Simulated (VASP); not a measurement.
## VASP 6.6.1 run: SnO

INCAR

```
NELECT = 39.5
ISMEAR = -1
ISIF = 2
NELM = 99
LREAL = .FALSE.
LCHARG = .FALSE.
NSW = 0
LWAVE = .FALSE.
ENCUT = 520
GGA = PE
PREC = Accurate
LASPH = .TRUE.
EDIFF = 1E-7
SIGMA = 0.02
IBRION = -1
NBANDS = 28
```

KPOINTS

```
KPOINTS created by Atomic Simulation Environment
0
Gamma
6 6 6
0 0 0
```

POSCAR

```
Sn O
 1.0000000000000000
     3.6408845392000000    0.0000000000000000    0.0000000000000000
     0.0000000000000000    3.6408845392000000    0.0000000000000000
     0.0000000000000000    0.0000000000000000    4.5680517387000004
 Sn  O
   2   2
Cartesian
 -0.0000000000000000  1.8204422695999998  1.1845989853591585
  1.8204422695999998 -0.0000000000000000  3.3834527533408414
  1.8204422695999998  1.8204422695999998 -0.0000000000000000
  0.0000000000000000  0.0000000000000000  0.0000000000000000
```

The recommended PBE PAW datasets give the neutral cell 40 valence electrons.

Command

```
mpirun -np 1 vasp_std
```

Problem. How does this run end, and what does it give?

Solution. It converged. Results: pressure -6.9 GPa; largest force 0.12 eV/Å.

OSZICAR

```
N       E                     dE             d eps       ncg     rms          rms(c)
DAV:   1     0.408256967926E+03    0.40826E+03   -0.19286E+04  2380   0.222E+03
DAV:   2     0.304432474545E+02   -0.37781E+03   -0.36134E+03  2348   0.555E+02
DAV:   3    -0.272063757006E+02   -0.57650E+02   -0.56667E+02  2548   0.178E+02
DAV:   4    -0.296688339967E+02   -0.24625E+01   -0.24533E+01  2604   0.395E+01
DAV:   5    -0.297245375999E+02   -0.55704E-01   -0.55699E-01  2480   0.642E+00    0.113E+01
DAV:   6    -0.264585214863E+02    0.32660E+01   -0.11818E+01  3616   0.442E+01    0.448E+00
DAV:   7    -0.265198142867E+02   -0.61293E-01   -0.15355E+00  2328   0.762E+00    0.239E+00
DAV:   8    -0.265096032085E+02    0.10211E-01   -0.20359E-01  3000   0.338E+00    0.699E-01
DAV:   9    -0.265021563208E+02    0.74469E-02   -0.36135E-02  3572   0.243E+00    0.163E-01
DAV:  10    -0.265030692471E+02   -0.91293E-03   -0.62093E-03  3256   0.856E-01    0.127E-01
DAV:  11    -0.265027330890E+02    0.33616E-03   -0.11354E-03  3308   0.380E-01    0.305E-02
DAV:  12    -0.265027534682E+02   -0.20379E-04   -0.28318E-04  2516   0.957E-02    0.191E-02
DAV:  13    -0.265027516497E+02    0.18184E-05   -0.11766E-05  3104   0.355E-02    0.135E-02
DAV:  14    -0.265027501186E+02    0.15312E-05   -0.34466E-06  2692   0.159E-02    0.889E-03
DAV:  15    -0.265027487123E+02    0.14063E-05   -0.46421E-06  2584   0.199E-02    0.142E-03
DAV:  16    -0.265027488347E+02   -0.12244E-06   -0.45287E-07  2272   0.438E-03    0.109E-03
DAV:  17    -0.265027488925E+02   -0.57785E-07   -0.18078E-08  1140   0.106E-03
   1 F= -.26502749E+02 E0= -.26501488E+02  d E =-.252256E-02
```

The cell is charged and sits in a uniform background.

For comparison, a separate PBE run of the intended cell, on usual settings and not on those above, gives a gap of -1.25 eV on its mesh and a pressure of 15.2 GPa.
